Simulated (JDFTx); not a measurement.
The system is NaCl.

```
Cl Na
1.0
     0.00000    2.79406    2.79406
     2.79406    0.00000    2.79406
     2.79406    2.79406    0.00000
Cl Na
1 1
Direct
  0.50000 0.50000 0.50000
  0.00000 0.00000 0.00000
```

The cell is a database's computed one.

Base run:

* Program: JDFTx 1.7.0 (patched build)
* Functional: PBEsol
* Potentials or basis: PseudoDojo-SR-PBEsol-0.4.1-standard with smoothed tails
* Cutoff: 1197 eV
* Density cutoff: 9578 eV
* k mesh: 8 × 8 × 8
* Occupations: fermi-dirac, width 0.05 eV
* Spin: no spin polarisation

Its results: band gap on the k mesh 5.04 eV, direct; pressure 0.2 GPa.

Task: The run is repeated on the same cell with these changes: functional from PBEsol to LDA; potentials or basis from PseudoDojo-SR-PBEsol-0.4.1-standard with smoothed tails to PseudoDojo-SR-LDA-0.4.1-standard with smoothed tails. What comes out?

Result: Band gap on the k mesh 4.80 eV, direct; pressure -1.8 GPa.

